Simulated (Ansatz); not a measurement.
**Bi: do energies and stresses tell the same story?**

The calculation used DFT PBE+D3(BJ), scalar-relativistic, plane waves, PAW in Ansatz.

Plane waves to 420 eV, a k mesh through Γ of 16×16×16 on the computed 1-atom cell and Gaussian smearing (0.10 eV); no spin polarisation.

Relaxed cell: Im-3m, a = 3.919 Å, b = 3.919 Å, c = 3.919 Å, α = 90.00°, β = 90.00°, γ = 90.00°, 1 atom in the primitive cell. This bcc form isn't the element's structure at ambient conditions.

Energies at zero smearing and pressures from the stress tensor, at volumes with shape and atoms relaxed:
```json
{"V (Å³/atom)": "26.482", "E − E(first) (meV/atom)": "0.00", "P (GPa)": "10.19"}
{"V (Å³/atom)": "27.385", "E − E(first) (meV/atom)": "-47.87", "P (GPa)": "6.89"}
{"V (Å³/atom)": "28.288", "E − E(first) (meV/atom)": "-78.61", "P (GPa)": "4.14"}
{"V (Å³/atom)": "29.191", "E − E(first) (meV/atom)": "-95.20", "P (GPa)": "1.87"}
{"V (Å³/atom)": "30.094", "E − E(first) (meV/atom)": "-99.95", "P (GPa)": "-0.03"}
{"V (Å³/atom)": "30.996", "E − E(first) (meV/atom)": "-94.91", "P (GPa)": "-1.59"}
{"V (Å³/atom)": "31.899", "E − E(first) (meV/atom)": "-81.98", "P (GPa)": "-2.89"}
{"V (Å³/atom)": "33.103", "E − E(first) (meV/atom)": "-54.72", "P (GPa)": "-4.34"}
```

Check P = −dE/dV between neighbouring volumes, and get the bulk modulus from the pressures alone.

With 1 eV/Å³ = 160.2 GPa:
```csv
middle V (Å³/atom),−ΔE/ΔV (GPa),mean P (GPa)
26.934,8.496,8.538
27.837,5.455,5.513
28.739,2.943,3.003
29.642,0.844,0.920
30.545,-0.895,-0.807
31.448,-2.295,-2.240
32.501,-3.628,-3.616
```

The two differ by 0.09 GPa at most. The mean of two end pressures misses the average over a step by about ΔV² P″/12, up to 0.05 GPa here; with that taken off 0.07 GPa remains. The stress is the derivative of the free energy, not of the energy at zero smearing, and with free energies 0.00 GPa remains. Around V = 30.094 Å³/atom, the two neighbours give B = −V ΔP/ΔV = 30.094 × 3.45 / 1.806 = 57.6 GPa, against B0 = 57.6 GPa from the Birch–Murnaghan fit of the energies.

Spin–orbit coupling is left out, which can shift energies with elements as heavy as these.

Cost: 9 runs of about 0.71 core-minutes in all, on Arm Neoverse V2 (shared hosts).